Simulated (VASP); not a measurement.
# Zr6C5 in VASP: notebook

Runs on Zr6C5. Level: PBE. Tasks: single point.

Everything below comes from runs of VASP 6.6.1. Logs are shortened: lines on timing, memory, paths and dates and some standing lists are left out, and cuts for length are marked.

**1. Starting point**

The cell holds a slab with vacuum, 11 atoms: a = 3.324 Å, b = 3.324 Å, c = 28.569 Å, α = 90.00°, β = 90.00°, γ = 120.00°.

**2. Single point, PBE**

Contents of INCAR:

```
  ALGO = Normal
  EDIFF = 1E-7
  ENCUT = 460
  GGA = PE
  IDIPOL = 3
  ISIF = 2
  ISMEAR = 1
  LASPH = True
  LCHARG = False
  LREAL = False
  LVACPOTAV = True
  LVHAR = True
  LWAVE = False
  NBANDS = 65
  NELM = 120
  PREC = Accurate
  SIGMA = 0.1
```

Contents of KPOINTS:

```
k-points
0
Gamma
  9 9 1
```

Contents of POSCAR:

```
Zr6C5
1.0
    3.3236988564      0.0000000000      0.0000000000
   -1.6618494282      2.8784076442      0.0000000000
    0.0000000000      0.0000000000     28.5689437615
Zr C
6 5
Direct
    0.3333333333      0.6666666667      0.2625228312
    0.0000000000      0.0000000000      0.3575136987
    0.6666666667      0.3333333333      0.4525045662
    0.3333333333      0.6666666667      0.5474954338
    0.0000000000      0.0000000000      0.6424863013
    0.6666666667      0.3333333333      0.7374771688
    0.6666666667      0.3333333333      0.3100182649
    0.3333333333      0.6666666667      0.4050091325
    0.0000000000      0.0000000000      0.5000000000
    0.6666666667      0.3333333333      0.5949908675
    0.3333333333      0.6666666667      0.6899817351
```

Potentials or basis: VASP PAW PBE potentials, release 64 (Zr_sv, C).

Started as:

```sh
> cat potpaw_PBE.64/Zr_sv/POTCAR potpaw_PBE.64/C/POTCAR > POTCAR
> mpirun -np 1 vasp_std > vasp.out
```

OUTCAR:

```text
EDIFF = 1E-7
   ENCUT = 460
   GGA = PE
   ISIF = 2
   ISMEAR = 1
   LASPH = True
   LREAL = False
   NELM = 120
   PREC = Accurate

 Found     12 irreducible k-points:

 Following reciprocal coordinates:
            Coordinates               Weight
  0.000000  0.000000  0.000000      1.000000
  0.111111  0.000000  0.000000      6.000000
  0.222222  0.000000  0.000000      6.000000
  0.333333  0.000000  0.000000      6.000000
  0.444444  0.000000  0.000000      6.000000
  0.111111  0.111111  0.000000      6.000000
   k-points           NKPTS =     12   k-points in BZ     NKDIM =     12   number of bands    NBANDS=     65
   number of dos      NEDOS =    301   number of ions     NIONS =     11
   total plane-waves  NPLWV = 115200
   dimension x,y,z NGX =    24 NGY =   24 NGZ =  200
   dimension x,y,z NGXF=    48 NGYF=   48 NGZF=  400
   ions per type =               6   5
   NGX,Y,Z   is equivalent  to a cutoff of  12.00, 12.00, 11.64 a.u.
   NGXF,Y,Z  is equivalent  to a cutoff of  24.01, 24.01, 23.28 a.u.
 SYSTEM =  unknown system
   PREC   = accura    normal or accurate (medium, high low for compatibility)
   ISTART =      0    job   : 0-new  1-cont  2-samecut
   ICHARG =      2    charge: 1-file 2-atom 10-const
   ISPIN  =      1    spin polarized calculation?
   LNONCOLLINEAR =      F non collinear calculations
   LSORBIT =      F    spin-orbit coupling
   LASPH  =      T    aspherical Exc in radial PAW
   ENCUT  =  460.0 eV  33.81 Ry    5.81 a.u.   5.81  5.81 49.96*2*pi/ulx,y,z
   NELM   =    120;   NELMIN=  2; NELMDL= -5     # of ELM steps
   EDIFF  = 0.1E-06   stopping-criterion for ELM
   LREAL  =      F    real-space projection
   EDIFFG = 0.1E-05   stopping-criterion for IOM
   NSW    =      0    number of steps for IOM
   IBRION =     -1    ionic relax: 0-MD 1-quasi-New 2-CG
   NFREE  =      0    steps in history (QN), initial steepest desc. (CG)
   ISIF   =      2    stress and relaxation
   ISYM   =      2    0-nonsym 1-usesym 2-fastsym
   POTIM  = 0.5000    time-step for ionic-motion
   TEBEG  =    0.0;   TEEND  =   0.0 temperature during run
   PSTRESS=    0.0 pullay stress
   NELECT =      92.0000    total number of electrons
   NUPDOWN=      -1.0000    fix difference up-down
   EMIN   =  10.00;   EMAX   =-10.00  energy-range for DOS
   EFERMI =   0.00;   METHOD = LEGACY
   ISMEAR =     1;   SIGMA  =   0.10  broadening in eV -4-tet -1-fermi 0-gaus
   EFERMI_NEDOS =   21; number of points for ismear=-14 and -15
   IALGO  =     38    algorithm
   IMIX   =      4    mixing-type and parameters
     AMIX     =   0.40;   BMIX     =  1.00
     AMIX_MAG =   1.60;   BMIX_MAG =  1.00
  volume/ion in A,a.u.               =      24.85       167.68
  Fermi-wavevector in a.u.,A,eV,Ry     =   1.138802  2.152023 17.644974  1.296869
  Thomas-Fermi vector in A             =   2.275506
   LORBIT       =      0    0 simple, 1 ext, 2 COOP (PROOUT), +10 PAW based schemes
   GGA     = PE    functional components
   LHFCALC =     F    Hartree Fock is set to
   AEXX    =    0.0000 exact exchange contribution
   IVDW    =     0    specifies the selected vdW correction
   LEPSILON=     F    determine dielectric tensor
   LRPA    =     F    only Hartree local field effects (RPA)
 non-spin polarized calculation
 Methfessel and Paxton  Order N= 1 SIGMA  =   0.10
  energy-cutoff  :      460.00
  volume of cell :      273.32
 maximum number of plane-waves:      6152
 NGX is ok and might be reduce to    24
   NGX = 11   NGY = 11   NGZ = 99

 number of electron      91.9999995 magnetization

 Free energy of the ion-electron system (eV)
  ---------------------------------------------------
  ext. energy  EPLUGINS =         0.00000000
  ---------------------------------------------------
  free energy    TOTEN  =      -103.76555040 eV

  energy without entropy =     -103.76891011  energy(sigma->0) =     -103.76667030

 E-fermi :   3.6171     XC(G=0):  -7.4852

 val. band max:        3.5892494023   @ k =   0.0000   0.0000   0.0000
 cond. band min:       3.6237490646   @ k =   0.3333   0.1111   0.0000
 fundamental gap:      0.0344996623
 Fermi energy:         3.6171239009

 k-point     1 :       0.0000    0.0000    0.0000
  band No.  band energies     occupation
      1     -45.4385      2.00000
      2     -45.4385      2.00000
      3     -44.5215      2.00000
      4     -44.5171      2.00000
      5     -44.4499      2.00000
      6     -44.4036      2.00000
[... 50 lines left out ...]
     57       6.2065      0.00000
     58       6.2532      0.00000

 k-point     2 :       0.1111    0.0000    0.0000
  band No.  band energies     occupation
      1     -45.4313      2.00000
      2     -45.4313      2.00000
      3     -44.5126      2.00000
      4     -44.5088      2.00000
      5     -44.4419      2.00000
      6     -44.3977      2.00000
[... 50 lines left out ...]
     57       6.3904      0.00000
     58       6.5375      0.00000

 k-point     3 :       0.2222    0.0000    0.0000
  band No.  band energies     occupation
      1     -45.4130      2.00000
      2     -45.4130      2.00000
      3     -44.4900      2.00000
      4     -44.4876      2.00000
      5     -44.4209      2.00000
      6     -44.3830      2.00000
[... 50 lines left out ...]
     57       6.5626      0.00000
     58       6.9086      0.00000

 k-point     4 :       0.3333    0.0000    0.0000
  band No.  band energies     occupation
      1     -45.3921      2.00000
      2     -45.3921      2.00000
      3     -44.4642      2.00000
      4     -44.4632      2.00000
      5     -44.3958      2.00000
      6     -44.3675      2.00000
[... 50 lines left out ...]
     57       7.1852      0.00000
     58       7.2293      0.00000

 k-point     5 :       0.4444    0.0000    0.0000
  band No.  band energies     occupation
      1     -45.3784      2.00000
      2     -45.3784      2.00000
      3     -44.4474      2.00000
      4     -44.4471      2.00000
      5     -44.3775      2.00000
      6     -44.3592      2.00000
[... 50 lines left out ...]
     57       7.7669      0.00000
     58       7.8668      0.00000

 k-point     6 :       0.1111    0.1111    0.0000
  band No.  band energies     occupation
      1     -45.4186      2.00000
      2     -45.4186      2.00000
      3     -44.4969      2.00000
      4     -44.4941      2.00000
      5     -44.4274      2.00000
      6     -44.3873      2.00000
[... 50 lines left out ...]
     57       6.6434      0.00000
     58       6.9678      0.00000

 [... further k-points ...]

 [bands above 58 left out]

------------------------ aborting loop because EDIFF is reached ----------------------------------------

 dipolmoment           0.000000      0.000000      0.000000 electrons x Angstroem

  FORCE on cell =-STRESS in cart. coord.  units (eV):
  Direction    XX          YY          ZZ          XY          YZ          ZX
  --------------------------------------------------------------------------------------
  -------------------------------------------------------------------------------------
  Total       -1.5515000     -1.5515000     -5.0618389     -0.0000000      0.0000000     -0.0000000
  in kB       -9.0948223     -9.0948223    -29.6722688     -0.0000000      0.0000000     -0.0000000
  external PRESSURE =     -15.9539711 kB  Pullay stress =       0.0000000 kB

 VOLUME and BASIS-vectors are now :
 -----------------------------------------------------------------------------
  energy-cutoff  :      460.00
  volume of cell :      273.32
      direct lattice vectors                 reciprocal lattice vectors
     3.323698856  0.000000000  0.000000000     0.300869616  0.173707154  0.000000000
    -1.661849428  2.878407644  0.000000000     0.000000000  0.347414308  0.000000000
     0.000000000  0.000000000 28.568943762     0.000000000  0.000000000  0.035003044

 POSITION                                       TOTAL-FORCE (eV/Angst)
 -----------------------------------------------------------------------------------
     -0.00000      1.91894      7.50000        -0.000000     -0.000000      1.572598
      0.00000      0.00000     10.21379         0.000000      0.000000      0.437993
      1.66185      0.95947     12.92758         0.000000      0.000000     -0.015349
     -0.00000      1.91894     15.64137        -0.000000      0.000000      0.015349
      0.00000      0.00000     18.35516        -0.000000      0.000000     -0.437993
      1.66185      0.95947     21.06894        -0.000000      0.000000     -1.572598
      1.66185      0.95947      8.85689        -0.000000      0.000000     -1.738370
     -0.00000      1.91894     11.57068        -0.000000     -0.000000     -0.192734
      0.00000      0.00000     14.28447        -0.000000      0.000000      0.000000
      1.66185      0.95947     16.99826         0.000000      0.000000      0.192734
     -0.00000      1.91894     19.71205         0.000000     -0.000000      1.738370
 -----------------------------------------------------------------------------------
    total drift:                                0.000000     -0.000000      0.000000

  FREE ENERGIE OF THE ION-ELECTRON SYSTEM (eV)
  ---------------------------------------------------
  free  energy   TOTEN  =      -103.7655503987 eV

  energy  without entropy=     -103.7689101149  energy(sigma->0) =     -103.76667030
```

Wall time 6.9 min (1 thread of Intel Xeon Platinum 8375C at 2.90GHz (Ice Lake), shared host); peak memory 0.39 GiB.

These settings aren't checked as converged: the numbers below hold their error.

What came out:

- Free energy: -103.7656 eV
- Largest force: 1.738 eV/Å
- Band gap on the k mesh: none (metal or under the smearing width)

Caveat: the cutoff is under 1.25 times the usual one of these potentials, so pressure, stress and relaxed cells hold a basis-set (Pulay) error.

**3. Single point, PBE**

INCAR: that of step 2 with these lines changed.

```diff
@@ -1,2 +1,3 @@
   ALGO = Normal
+  DIPOL = 0.5 0.5 0.500
   EDIFF = 1E-7
@@ -9,2 +10,3 @@
   LCHARG = False
+  LDIPOL = True
   LREAL = False
```

Contents of KPOINTS:

```
k-points
0
Gamma
  11 11 1
```

POSCAR is that of step 2.

Potentials or basis: VASP PAW PBE potentials, release 64 (Zr_sv, C).

Started as:

```sh
> cat potpaw_PBE.64/Zr_sv/POTCAR potpaw_PBE.64/C/POTCAR > POTCAR
> mpirun -np 1 vasp_std > vasp.out
```

Run time: 8.1 min. Hardware: 1 thread of Intel Xeon Platinum 8375C at 2.90GHz (Ice Lake), shared host; peak memory 0.42 GiB.

These settings aren't checked as converged: the numbers below hold their error.

Results:

```
Free energy                     : -103.7587 eV
Largest force                   : 1.719 eV/Å
Band gap on the k mesh          : none (metal or under the smearing width)
Work function of the upper face : 4.43 eV
Work function of the lower face : 4.43 eV
```

Caveat: the cutoff is under 1.25 times the usual one of these potentials, so pressure, stress and relaxed cells hold a basis-set (Pulay) error.

**4. Single point, PBE**

This run uses another cell than the first one, of 22.24 Å³/atom, 0.895 times its volume.

Contents of INCAR:

```
  PREC = Accurate
  ENCUT = 280
  EDIFF = 1E-7
  ISMEAR = 1
  SIGMA = 0.1
  LREAL = F
  LASPH = T
  NELM = 120
  ALGO = Normal
  ISIF = 2
  LWAVE = F
  LCHARG = F
  LDIPOL = T
  IDIPOL = 3
  DIPOL = 0.5 0.5 0.500
  GGA = PE
  NBANDS = 65
  LVHAR = T
  LVACPOTAV = T
```

Contents of KPOINTS:

```
Automatic mesh
0
Gamma
  4 4 1
```

Contents of POSCAR:

```
Zr6C5
1.0
    3.3236988564      0.0000000000      0.0000000000
   -1.6618494282      2.8784076442      0.0000000000
    0.0000000000      0.0000000000     25.5689437615
Zr C
6 5
Direct
    0.3333333333      0.6666666667      0.2346596737
    0.0000000000      0.0000000000      0.3407958042
    0.6666666667      0.3333333333      0.4469319347
    0.3333333333      0.6666666667      0.5530680653
    0.0000000000      0.0000000000      0.6592041958
    0.6666666667      0.3333333333      0.7653403263
    0.6666666667      0.3333333333      0.2877277390
    0.3333333333      0.6666666667      0.3938638695
    0.0000000000      0.0000000000      0.5000000000
    0.6666666667      0.3333333333      0.6061361305
    0.3333333333      0.6666666667      0.7122722610
```

Started as:

```sh
> cat potpaw_PBE.64/Zr_sv/POTCAR potpaw_PBE.64/C/POTCAR > POTCAR
> mpirun -np 1 vasp_std > vasp.out
```

Wall time 88 s (1 thread of AMD EPYC 7R43 (Zen 3), shared host); peak memory 0.16 GiB.

The run converged, but a check on its numbers failed (symmetry, net force, bounds or a known fault of this set-up), so they aren't taken as properties of the slab.

Caveat: the k mesh is coarse (spacing up to 0.55 Å⁻¹), so the values aren't converged; the cutoff lies under the usual one of these potentials, so the numbers hold a large basis-set error.

**5. Single point, PBE**

This run uses another cell than the first one, of 15.28 Å³/atom, 0.615 times its volume.

INCAR: that of step 4 with these lines changed.

```diff
@@ -1,3 +1,3 @@
   PREC = Accurate
-  ENCUT = 280
+  ENCUT = 460
   EDIFF = 1E-7
```

Contents of KPOINTS:

```
Automatic mesh
0
Gamma
  7 7 1
```

Contents of POSCAR:

```
Zr6C5
1.0
    3.3236988564      0.0000000000      0.0000000000
   -1.6618494282      2.8784076442      0.0000000000
    0.0000000000      0.0000000000     17.5689437615
Zr C
6 5
Direct
    0.3333333333      0.6666666667      0.1138372362
    0.0000000000      0.0000000000      0.2683023417
    0.6666666667      0.3333333333      0.4227674472
    0.3333333333      0.6666666667      0.5772325528
    0.0000000000      0.0000000000      0.7316976583
    0.6666666667      0.3333333333      0.8861627638
    0.6666666667      0.3333333333      0.1910697889
    0.3333333333      0.6666666667      0.3455348945
    0.0000000000      0.0000000000      0.5000000000
    0.6666666667      0.3333333333      0.6544651055
    0.3333333333      0.6666666667      0.8089302111
```

Started as:

```sh
> cat potpaw_PBE.64/Zr_sv/POTCAR potpaw_PBE.64/C/POTCAR > POTCAR
> mpirun -np 1 vasp_std > vasp.out
```

Run time: 2.6 min. Hardware: 1 thread of AMD EPYC 7R43 (Zen 3), shared host; peak memory 0.22 GiB.

The run converged, but some of its settings lie outside the range that counts as converged, so its numbers aren't taken as properties of the slab.

Results:

```
Free energy            : -104.7288 eV
Largest force          : 1.976 eV/Å
Band gap on the k mesh : none (metal or under the smearing width)
```

Caveat: the cutoff is under 1.25 times the usual one of these potentials, so pressure, stress and relaxed cells hold a basis-set (Pulay) error.
